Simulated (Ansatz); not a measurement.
A nudged elastic band was laid between two geometries of a periodic cell of 17 atoms, Mg8HO8 (host MgO, host structure Fm-3m, interstitial H), cell charge +1.

Method: DFT PBE, scalar-relativistic, plane waves, PAW in Ansatz. Settings: cutoff 420 eV, k mesh 3x3x3, fermi-dirac smearing 0.02 eV, no spin polarisation.

```yaml
movable_images: 5
climbing_image: yes
spring: 2.0 eV/Å²
optimiser: quadratic models (default)
start_path: straight line
force_threshold: 0.03 eV/Å
iteration_limit: 80
end_points: relaxed
```

Initial state:

```xyz
17
Lattice="0.0000 3.7580 3.7580 3.7580 0.0000 3.7580 3.7580 3.7580 0.0000" Properties=species:S:1:pos:R:3
Mg 0.008 0.009 -0.007
O 1.933 1.934 1.827
Mg 1.861 1.861 -0.119
O 3.757 3.757 1.872
Mg 1.898 0.017 1.861
O 3.770 1.885 3.747
Mg 3.880 1.860 1.899
O 5.645 3.758 3.761
Mg 0.017 1.899 1.861
O 1.884 3.771 3.748
Mg 1.860 3.881 1.900
O 3.758 5.646 3.760
Mg 1.899 1.899 3.743
O 3.770 3.771 5.634
Mg 3.762 3.763 3.755
O 5.690 5.691 5.586
H 2.505 2.506 1.257
```

Final state:

Only the atoms that move by more than 0.05 Å are listed.
```
Mg1 0.122 0.019 0.019
O2 1.885 1.867 1.866
Mg3 1.861 1.758 0.019
Mg5 1.860 0.019 1.757
Mg7 3.763 1.875 1.874
O8 5.691 3.704 3.704
O10 1.932 3.706 3.705
Mg11 1.899 3.739 1.862
O16 5.646 5.638 5.637
H17 2.504 3.134 -0.625
```

Question: Which bonds break or form, and what moves?

Answer: The atom that moves furthest is H17, by 1.98 Å; four of its nearest neighbours are O2 0.99, Mg11 1.65, Mg7 1.65, Mg3 1.65 Å at the first end and O8 0.99, Mg5 1.65, Mg1 1.65, Mg3 1.65 Å at the last.

Question: Give the energies along the band, and the barrier.

Answer: The forces met the threshold. The highest image is number 1 of 0 to 6, 0.241 eV above the ends, which have the same energy within 2 meV. The profile has 2 maxima (images 1, 4) with wells between them (image 3): this band takes more than one step, which may be the mechanism or a detour left from its start path. By the program's own check the climbing image is of a kind that is not told: the force calls were inconclusive, a negative curvature could not be distinguished from the path's own, the only one lies far off the path, or fixed occupations may fill a level only in part (lowest curvatures found: -3.71 and 0.42 eV/Å²). Limits of this set-up: a small cell, in which the defect meets its images, a typed lattice constant that wasn't relaxed here, charged cell in a uniform background, uncorrected.

```csv
image,path coordinate (Å),energy (eV),O2–H17 (Å),Mg7–H17 (Å),Mg11–H17 (Å)
0,0.00,0.000,0.99,1.65,1.65
1,0.75,0.241,1.19,2.24,1.52
2,1.18,0.113,1.57,2.21,1.57
3,1.59,0.016,1.94,2.19,1.71
4,2.01,0.172,2.20,2.33,2.03
5,2.42,0.144,2.55,2.67,2.37
6,2.84,0.000,2.86,3.07,2.63
```

Question: What is the geometry of the highest image?

Answer: 
```xyz
17
Lattice="0.0000 3.7580 3.7580 3.7580 0.0000 3.7580 3.7580 3.7580 0.0000" Properties=species:S:1:pos:R:3
Mg 0.063 -0.028 0.012
O 1.934 1.975 1.766
Mg 1.921 1.744 -0.151
O 3.809 3.787 1.892
Mg 1.930 0.026 1.889
O 3.805 1.851 3.714
Mg 3.821 1.907 1.836
O 5.692 3.661 3.839
Mg 0.041 1.907 1.835
O 1.930 3.706 3.794
Mg 1.922 3.893 1.998
O 3.809 5.608 3.713
Mg 1.930 1.853 3.716
O 3.806 3.786 5.649
Mg 3.800 3.730 3.770
O 5.688 5.689 5.569
H 1.993 2.818 0.924
```

Run time: 6.6 min on 2 threads of INTEL(R) XEON(R) PLATINUM 8581C CPU @ 2.30GHz (Emerald Rapids), with other jobs on the host, peak memory 0.88 GiB.
